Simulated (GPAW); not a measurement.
# CdS (Greenockite) (P6_3mc) in GPAW: a series of runs

One crystal, CdS (Greenockite), is run at these levels: PBE, OLYP+D4; tasks: single point, relaxation of cell and atoms.

Everything below comes from runs of GPAW 26.7.0. Logs are shortened: lines on timing, memory, paths and dates and some standing lists are left out, and cuts for length are marked. The log counts tension as positive stress, the text compression.

## 1. The crystal as given

It takes space group P6_3mc (No. 186, hexagonal). Conventional cell: a = 4.150 Å, b = 4.150 Å, c = 6.737 Å, α = 90.00°, β = 90.00°, γ = 120.00°. Cd (site symmetry 3m) has 4 S at 2.53 to 2.54 Å as nearest neighbours. S (site symmetry 3m) has 4 Cd at 2.53 to 2.54 Å as nearest neighbours.

## 2. Single point, PBE

run.py reads:

```python
from ase.dft.bandgap import bandgap
from ase.io import read, write
from ase.units import GPa
from gpaw import GPAW, PW

atoms = read('CdS.cif')

calc = GPAW(mode=PW(1200),
            xc='PBE',
            kpts={'size': (5, 5, 3), 'gamma': True},
            occupations={'name': 'fermi-dirac', 'width': 0.05},
            nbands=31,
            convergence={'density': 1e-05, 'energy': 1e-05},
            maxiter=60,
            txt='gpaw.txt')
atoms.calc = calc
energy = atoms.get_potential_energy()
forces = atoms.get_forces()
stress = atoms.get_stress()
calc.write('gs.gpw')
write('result.traj', atoms)
print(f'Energy: {energy:.6f} eV')
print('Forces (eV/A):')
print(forces.round(4))
print('Stress (GPa):', (stress / GPa).round(3))
print('Fermi level:', round(calc.get_fermi_level(), 4), 'eV')
print(f'Gap: {bandgap(calc)[0]:.4f} eV, direct: {bandgap(calc, direct=True)[0]:.4f} eV')
```

CdS.cif reads:

```cif
data_CdS
_cell_length_a 4.15000000
_cell_length_b 4.15000000
_cell_length_c 6.73700000
_cell_angle_alpha 90.00000000
_cell_angle_beta 90.00000000
_cell_angle_gamma 120.00000000
_space_group_name_H-M_alt 'P6_3mc'
_space_group_name_Hall 'P 6c -2c'
_space_group_IT_number 186
loop_
_space_group_symop_operation_xyz
'x,y,z'
'x-y,x,z+1/2'
'-y,x-y,z'
'-x,-y,z+1/2'
'-x+y,-x,z'
'y,-x+y,z+1/2'
'y,x,z+1/2'
'x,x-y,z'
'x-y,-y,z+1/2'
'-y,-x,z'
'-x,-x+y,z+1/2'
'-x+y,y,z'
loop_
_atom_site_label
_atom_site_type_symbol
_atom_site_symmetry_multiplicity
_atom_site_Wyckoff_symbol
_atom_site_fract_x
_atom_site_fract_y
_atom_site_fract_z
_atom_site_occupancy
Cd1 Cd 2 b 0.6666666667 0.3333333333 0.5000000000 1
S1 S 2 b 0.6666666667 0.3333333333 0.8750000000 1
```

Potentials or basis: GPAW PAW data sets (gpaw-data 1.2.1), pw.

Launch:

```bash
> OMP_NUM_THREADS=1 python run.py
```

gpaw.txt:

```text
__  _  _
 | _ |_)|_||  |
 |__||  | ||/\| - 26.7.0

Input parameters:
  mode=PW(ecut=1200.0),
  convergence={'density': 1e-05, 'energy': 1e-05},
  kpts=MonkhorstPack(size=(5, 5, 3), gamma=True),
  maxiter=60,
  nbands=31,
  occupations=Occupations(name='fermi-dirac', width=0.05),
  xc=XC(name='PBE')

Diagonalizing LCAO Hamiltonian
Converting LCAO to pw mode

            S

            Cd
        S

        Cd

Atoms  # Å, Bohr magnetons
|   | symbol |        x |        y |        z |    initial magnetic moments |
|---|--------|----------|----------|----------|-----------------------------|
| 0 |     Cd | 2.075000 | 1.198002 | 3.368500 | ( 0.0000,  0.0000,  0.0000) |
| 1 |     Cd | 0.000000 | 2.396004 | 0.000000 | ( 0.0000,  0.0000,  0.0000) |
| 2 |      S | 2.075000 | 1.198002 | 5.894875 | ( 0.0000,  0.0000,  0.0000) |
| 3 |      S | 0.000000 | 2.396004 | 2.526375 | ( 0.0000,  0.0000,  0.0000) |

Unit cell  # Å
| periodic |         x |        y |        z |  lengths |     angles |
|----------|-----------|----------|----------|----------|------------|
|      yes |  4.150000 | 0.000000 | 0.000000 | 4.150000 |  90.000000 |
|      yes | -2.075000 | 3.594005 | 0.000000 | 4.150000 |  90.000000 |
|      yes |  0.000000 | 0.000000 | 6.737000 | 6.737000 | 120.000000 |

Number of symmetries: 6
Symmetry operations  # r_c * U_cc + t_c -> r_c
|   | kind |            matrix            |
|---|------|------------------------------|
| 0 |  σ   |  1, 1, 0,  0,-1, 0,  0, 0, 1 |
| 1 |  E   |  1, 0, 0,  0, 1, 0,  0, 0, 1 |
| 2 |  C3  |  0, 1, 0, -1,-1, 0,  0, 0, 1 |
| 3 |  σ   |  0,-1, 0, -1, 0, 0,  0, 0, 1 |
| 4 |  σ   | -1, 0, 0,  1, 1, 0,  0, 0, 1 |
| 5 |  C3  | -1,-1, 0,  1, 0, 0,  0, 0, 1 |

BZ-sampling:
  Number of BZ points: 75
  Number of IBZ points: 12

  Monkhorst-Pack size: [5, 5, 3]
  Monkhorst-Pack shift: [0, 0, 0]

K-points  # in reciprocal-cell coordinates
|     |                                coordinates |     weight |
|-----|--------------------------------------------|------------|
|   0 | (  0.00000000,   0.00000000,   0.00000000) | 0.01333333 |
|   1 | (  0.00000000,   0.00000000,   0.33333333) | 0.02666667 |
|   2 | (  0.20000000,   0.00000000,  -0.33333333) | 0.08000000 |
|   3 | (  0.20000000,   0.00000000,   0.00000000) | 0.08000000 |
|   4 | (  0.20000000,   0.00000000,   0.33333333) | 0.08000000 |
|   5 | (  0.40000000,  -0.20000000,   0.00000000) | 0.08000000 |
|   6 | (  0.40000000,  -0.20000000,   0.33333333) | 0.16000000 |
|   7 | (  0.40000000,   0.00000000,  -0.33333333) | 0.08000000 |
|   8 | (  0.40000000,   0.00000000,   0.00000000) | 0.08000000 |
|   9 | (  0.40000000,   0.00000000,   0.33333333) | 0.08000000 |
| ... |                                            |            |
|  11 | (  0.40000000,   0.40000000,   0.33333333) | 0.16000000 |

Plane wave coefficients: 9502
Cutoff: 1200.0 eV

Spin-components: 1 (collinear spins)
Bands:           31
Projectors:      22
Spin-degeneracy: 2
Datatype:        complex128

Parallelization:
  kpt:    1
  domain: 1
  band:   1

Density:
  Valence electrons: 36.0
  Components: 1
  Grid points: [35 35 54]
  Charge: 0.0  # |e|

Potential:
  Grid points: [35 35 54]

species:
  Cd:
    name:    Cadmium
    Z:       48.0
    valence: 12
    core:    36
    charge:  0.0  # [|e|]
    compensation charges:
      type: gauss
      rc: 0.38  # [Å]
      lmax: 2
    cutoffs:
      filter: 2.12  # [Å]
      core: 2.62  # [Å]
    projectors
    | kind |    occ | energy [eV] | rcut [Å] |
    |------|--------|-------------|----------|
    |   5s |  2.000 |      -5.655 |    1.191 |
    |   5p |  0.000 |      -1.186 |    1.228 |
    |   4d | 10.000 |     -11.739 |    1.164 |
    |    s |        |      21.556 |    1.191 |
    |    p |        |      26.026 |    1.228 |
    |    d |        |      15.473 |    1.164 |

    Using partial waves for Cd as LCAO basis

  S:
    name:    Sulfur
    Z:       16.0
    valence: 6
    core:    10
    charge:  0.0  # [|e|]
    compensation charges:
      type: gauss
      rc: 0.24  # [Å]
      lmax: 2
    cutoffs:
      filter: 1.77  # [Å]
      core: 1.66  # [Å]
    projectors
    | kind |    occ | energy [eV] | rcut [Å] |
    |------|--------|-------------|----------|
    |   3s |  2.000 |     -17.254 |    0.974 |
    |   3p |  4.000 |      -7.008 |    0.979 |
    |    s |        |       9.957 |    0.974 |
    |    p |        |      20.203 |    0.979 |
    |    d |        |       0.000 |    0.900 |

    Using partial waves for S as LCAO basis

Reference energy: -326061.476468  # eV

eigensolver:
  PPCG
  Converge bands: occupied
  niter=2

density mixing:
  MSR1-Mixer
  Pratt-step length: 0.05
  Maximum mixing coefficient: 0.75
  Old densities: 10
  SVD Regularization: 0.005
  Good broyden scale: 1.0
  Trust region scale: 1.0
  Backstep threshold: 4.0
  History deletion threshold: 6.0
  Fourier metric: weight=20.0, sigma=0.015

occupation numbers:
  Fermi-Dirac:
    width: 0.0500  # eV

poisson solver:
  ecut: 9600.0  # eV

xc functional:
  name: PBE with 2 nearest neighbor stencil

convergence criteria:
- Maximum integral of absolute [dens]ity change: 1e-05 electrons / valence electron
- Maximum [total energy] change in last 3 cyles: 1e-05 eV / valence electron
- Maximum integral of absolute [eigenst]ate change: 4e-08 eV^2 / valence electron
maximum number of iterations: 60

SCF iterations
|iter     | |      energy | eigst |  dens |
|---------|-|-------------|-------|-------|
|iter:   1| |  -13.706209 | -0.34 |       |
|iter:   2| |  -13.480325 | -2.08 | -1.12 |
|iter:   3| |  -12.687992 | -1.35 | -1.16 |
|iter:   4| |  -12.683908 | -3.18 | -1.73 |
|iter:   5| |  -12.683157 | -3.60 | -2.16 |
|iter:   6| |  -12.683266 | -4.94 | -2.86 |
|iter:   7| |  -12.683280c| -6.22 | -3.47 |
|iter:   8| |  -12.683280c| -7.65c| -4.51 |
|iter:   9| |  -12.683280c| -8.08c| -5.03c|

Converged in 9 steps
Energy contributions relative to reference atoms: (reference = -326061.476468)

Energy contributions:
  Kinetic:          37.136597
  Coulomb:         -33.709495
  Zero:              0.347421
  External:          0.000000
  Xc:              -16.457802
  Entropy:          -0.000000
  Spinorbit:         0.000000
  ----------------------------
  Free energy:     -12.683280
  Extrapolated:    -12.683280

dipole moment: (-0.000000, -0.000021, -19.024466)  # |e|*Ang

Fermi level: 4.077
Eigenvalues  # (at kpt = [0.000, 0.000, 0.000])
| band index |      eig [eV] | occ [0-2] |
|------------|---------------|-----------|
|          0 |        -8.849 |     2.000 |
|        ... |               |           |
|         10 |        -3.654 |     2.000 |
|         11 |        -3.320 |     2.000 |
|         12 |        -0.881 |     2.000 |
|         13 |         2.702 |     2.000 |
|         14 |         2.702 |     2.000 |
|         15 |         3.423 |     2.000 |
[... 8 lines left out ...]
|         24 |        10.994 |     0.000 |
|         25 |        11.132 |     0.000 |
|        ... |               |           |
|         30 |        15.388 |     0.000 |

Gap: 1.173 eV
Transition (v -> c):
  (s=0, k=0, n=17, [0.00, 0.00, 0.00]) -> (s=0, k=0, n=18, [0.00, 0.00, 0.00])
No difference between direct/indirect transitions

Forces  # eV/Ang
|        x |        y |        z |
|----------|----------|----------|
| -0.00000 |  0.00000 | -0.06457 |  # Cd   0
| -0.00000 | -0.00000 | -0.06427 |  # Cd   1
| -0.00000 |  0.00000 |  0.06442 |  # S    2
|  0.00000 |  0.00000 |  0.06403 |  # S    3

Stress tensor  # eV/Ang^3
|         x |         y |         z |
|-----------|-----------|-----------|
| -0.010506 |  0.000000 | -0.000000 |
|  0.000000 | -0.010506 | -0.000000 |
| -0.000000 | -0.000000 | -0.014219 |

# Writing to gs.gpw (mode='')
```

It took 65 s on 1 thread of Arm Neoverse V1, shared host; peak memory 0.33 GiB.

Results:

| Property | Result |
| --- | --- |
| Free energy | -12.6833 eV |
| Pressure | 1.9 GPa |
| Largest force | 0.065 eV/Å |
| Band gap on the k mesh | 1.17 eV, direct |

Forces in eV/Å, atoms in the order of the input:
```
Cd   0.000  0.000 -0.065
Cd   0.000  0.000 -0.064
S    0.000  0.000  0.064
S    0.000  0.000  0.064
```

Levels at points of the mesh, in eV from the valence-band top:
```csv
k point,band 14,band 15,band 16,band 17,band 18,band 19,band 20,band 21,band 22,band 23
"(0.00, 0.00, 0.00)",-0.76,-0.76,-0.04,0.00,0.00,1.17,2.77,6.42,6.42,6.75
```

## 3. Relaxation of cell and atoms, OLYP+D4

run.py reads:

```python
from ase.calculators.mixing import SumCalculator
from ase.filters import FrechetCellFilter
from ase.io import read, write
from ase.optimize import BFGS
from dftd4.ase import DFTD4
from gpaw import GPAW, PW, setup_paths

setup_paths.insert(0, '.')

atoms = read('CdS.cif')

calc = GPAW(mode=PW(600),
            xc='GGA_X_OPTX+GGA_C_LYP',
            kpts={'size': (5, 5, 3), 'gamma': True},
            occupations={'name': 'fermi-dirac', 'width': 0.05},
            nbands=31,
            convergence={'density': 1e-05, 'energy': 1e-05},
            eigensolver='davidson',
            maxiter=150,
            txt='gpaw.txt')
atoms.calc = SumCalculator([calc, DFTD4(method='olyp')])
opt = BFGS(FrechetCellFilter(atoms), trajectory='relax.traj', logfile='-')
done = opt.run(fmax=0.02, steps=100)
calc.write('gs.gpw')
write('result.traj', atoms)
print('Converged:', done)
print('Cell:', atoms.cell.cellpar().round(4))
print('Volume:', round(atoms.get_volume(), 4))
print(atoms.get_scaled_positions().round(5))
```

CdS.cif is that of step 2.

Potentials or basis: PAW data sets generated in the run's folder for this functional, pw.

Launch:

```bash
> gpaw-setup -f GGA_X_OPTX+GGA_C_LYP Cd S
> OMP_NUM_THREADS=1 python run.py
```

It took 3.3 min on 1 thread of Arm Neoverse V1, shared host; peak memory 0.28 GiB.

The run converged. Its results:

```yaml
Free_energy: -13.3360 eV
Relaxed_volume: 24.41 Å³/atom
Relaxed_cell: a = 4.109 Å, b = 4.109 Å, c = 6.680 Å, α = 90.00°, β = 90.00°, γ = 120.00°
Space_group_after_relaxing_to_0.05_Å: P6_3mc (No. 186)
Energy_gained_by_relaxing: 3.7 meV/atom
Ionic_steps: 6
Pressure_after_relaxing: 0.0 GPa
Band_gap_on_the_k_mesh: 1.75 eV, direct
Dispersion_energy_per_atom: -0.758 eV
```

The path:
| step | energy change (eV) | largest force (eV/Å) | pressure (GPa) | volume (Å³) |
| --- | --- | --- | --- | --- |
| 1 | 0.0000 | 0.0661 | -1.58 | 100.48 |
| 2 | -0.0027 | 0.0550 | -1.45 | 100.22 |
| 3 | -0.0142 | 0.0480 | -0.06 | 97.70 |
| 4 | -0.0144 | 0.0365 | -0.10 | 97.77 |
| 5 | -0.0147 | 0.0080 | -0.09 | 97.75 |
| 6 | -0.0147 | 0.0007 | -0.03 | 97.65 |

Final structure:
```xyz
4
Lattice="4.1086 0.0000 0.0000 -2.0543 3.5581 0.0000 0.0000 0.0000 6.6797" Properties=species:S:1:pos:R:3 pbc="T T T"
Cd    2.0543    1.1860    3.3343
Cd    0.0000    2.3721   -0.0055
S     2.0543    1.1860    5.8502
S     0.0000    2.3721    2.5103
```

Levels at points of the mesh, in eV from the valence-band top:
| k point | band 14 | band 15 | band 16 | band 17 | band 18 | band 19 | band 20 | band 21 | band 22 | band 23 |
| --- | --- | --- | --- | --- | --- | --- | --- | --- | --- | --- |
| (0.00, 0.00, 0.00) | -0.76 | -0.76 | -0.04 | 0.00 | 0.00 | 1.75 | 3.17 | 6.69 | 6.69 | 6.99 |

Caveat: later steps reuse the first step's grids.

## 4. Single point, PBE

run.py reads:

```python
from ase.dft.bandgap import bandgap
from ase.io import read, write
from ase.units import GPa
from gpaw import GPAW, PW

atoms = read('CdS.xyz')

calc = GPAW(mode=PW(600),
            xc='PBE',
            kpts={'size': (10, 10, 5), 'gamma': True},
            occupations={'name': 'fermi-dirac', 'width': 0.05},
            nbands=31,
            convergence={'density': 1e-05, 'energy': 1e-05},
            maxiter=60,
            txt='gpaw.txt')
atoms.calc = calc
energy = atoms.get_potential_energy()
forces = atoms.get_forces()
stress = atoms.get_stress()
calc.write('gs.gpw')
write('result.traj', atoms)
print(f'Energy: {energy:.6f} eV')
print('Forces (eV/A):')
print(forces.round(4))
print('Stress (GPa):', (stress / GPa).round(3))
print('Fermi level:', round(calc.get_fermi_level(), 4), 'eV')
print(f'Gap: {bandgap(calc)[0]:.4f} eV, direct: {bandgap(calc, direct=True)[0]:.4f} eV')
```

CdS.xyz reads:

```xyz
4
Lattice="4.1500000000 0.0000000000 0.0000000000 -2.0750000000 3.5940054257 0.0000000000 0.0000000000 0.0000000000 6.7370000000" Properties=species:S:1:pos:R:3 pbc="T T T"
Cd     2.0750000002      1.1980018084      3.3685000000
Cd    -0.0000000002      2.3960036173      0.0000000000
S      2.0750000002      1.1980018084      5.8948750000
S     -0.0000000002      2.3960036173      2.5263750000
```

Potentials or basis: GPAW PAW data sets (gpaw-data 1.2.1), pw.

Launch:

```bash
> OMP_NUM_THREADS=1 python run.py
```

gpaw.txt:

```text
__  _  _
 | _ |_)|_||  |
 |__||  | ||/\| - 26.7.0

Input parameters:
  mode=PW(ecut=600.0),
  convergence={'density': 1e-05, 'energy': 1e-05},
  kpts=MonkhorstPack(size=(10, 10, 5), gamma=True),
  maxiter=60,
  nbands=31,
  occupations=Occupations(name='fermi-dirac', width=0.05),
  xc=XC(name='PBE')

Diagonalizing LCAO Hamiltonian
Converting LCAO to pw mode

            S

            Cd
        S

        Cd

Atoms  # Å, Bohr magnetons
|   | symbol |         x |        y |        z |    initial magnetic moments |
|---|--------|-----------|----------|----------|-----------------------------|
| 0 |     Cd |  2.075000 | 1.198002 | 3.368500 | ( 0.0000,  0.0000,  0.0000) |
| 1 |     Cd | -0.000000 | 2.396004 | 0.000000 | ( 0.0000,  0.0000,  0.0000) |
| 2 |      S |  2.075000 | 1.198002 | 5.894875 | ( 0.0000,  0.0000,  0.0000) |
| 3 |      S | -0.000000 | 2.396004 | 2.526375 | ( 0.0000,  0.0000,  0.0000) |

Unit cell  # Å
| periodic |         x |        y |        z |  lengths |     angles |
[... 171 lines left out ...]
  Spinorbit:         0.000000
  ----------------------------
  Free energy:     -12.680089
  Extrapolated:    -12.680089

dipole moment: (0.000001, -0.000022, -18.993689)  # |e|*Ang

Fermi level: 4.097
Eigenvalues  # (at kpt = [0.000, 0.000, 0.000])
| band index |      eig [eV] | occ [0-2] |
|------------|---------------|-----------|
|          0 |        -8.851 |     2.000 |
|        ... |               |           |
|         10 |        -3.654 |     2.000 |
|         11 |        -3.320 |     2.000 |
|         12 |        -0.883 |     2.000 |
|         13 |         2.698 |     2.000 |
|         14 |         2.698 |     2.000 |
|         15 |         3.419 |     2.000 |
[... 8 lines left out ...]
|         24 |        10.993 |     0.000 |
|         25 |        11.129 |     0.000 |
|        ... |               |           |
|         30 |        14.983 |     0.000 |

Gap: 1.177 eV
Transition (v -> c):
  (s=0, k=0, n=17, [0.00, 0.00, 0.00]) -> (s=0, k=0, n=18, [0.00, 0.00, 0.00])
No difference between direct/indirect transitions

Forces  # eV/Ang
|        x |        y |        z |
|----------|----------|----------|
|  0.00000 |  0.00000 | -0.06728 |  # Cd   0
|  0.00000 |  0.00000 | -0.06755 |  # Cd   1
| -0.00000 |  0.00000 |  0.06720 |  # S    2
|  0.00000 | -0.00000 |  0.06751 |  # S    3

Stress tensor  # eV/Ang^3
|         x |         y |         z |
|-----------|-----------|-----------|
| -0.010023 |  0.000000 | -0.000000 |
|  0.000000 | -0.010023 | -0.000000 |
| -0.000000 | -0.000000 | -0.014090 |

# Writing to gs.gpw (mode='')
```

Run time: 1.7 min. Hardware: 1 thread of Arm Neoverse V1, shared host; peak memory 0.3 GiB.

Results:

| Item | Value |
| --- | --- |
| Free energy | -12.6801 eV |
| Pressure | 1.8 GPa |
| Largest force | 0.068 eV/Å |
| Band gap on the k mesh | 1.18 eV, direct |

Forces in eV/Å, atoms in the order of the input:
```
Cd   0.000  0.000 -0.067
Cd   0.000  0.000 -0.068
S    0.000  0.000  0.067
S    0.000  0.000  0.068
```

## 5. The runs side by side

| task | level | potentials or basis | cell | k mesh | cutoff (eV) | maxiter | eigensolver | optimizer | fmax | max steps | other keys | gap on the mesh (eV) | pressure (GPa) | largest force (eV/Å) |
| --- | --- | --- | --- | --- | --- | --- | --- | --- | --- | --- | --- | --- | --- | --- |
| single point | PBE | GPAW PAW data sets (gpaw-data 1.2.1), pw | as given | 5 × 5 × 3 | 1200 | 60 | - | - | - | - | several, not listed | 1.17 | 1.9 | 0.06 |
| relaxation of cell and atoms | OLYP+D4 | PAW data sets generated in the run's folder for this functional, pw | relaxed | 5 × 5 × 3 | 600 | 150 | davidson | BFGS | 0.02 eV/Å | 100 | - | 1.75 | 0.0 | - |
| single point | PBE | GPAW PAW data sets (gpaw-data 1.2.1), pw | as given | 10 × 10 × 5 | 600 | 60 | - | - | - | - | several, not listed | 1.18 | 1.8 | 0.07 |

Alike in all rows: no spin polarisation; smearing fermi-dirac 0.05 eV.

Caveats: later steps reuse the first step's grids (some runs).

Total energies depend on the potentials used, so only differences within one code and one set of settings carry meaning.
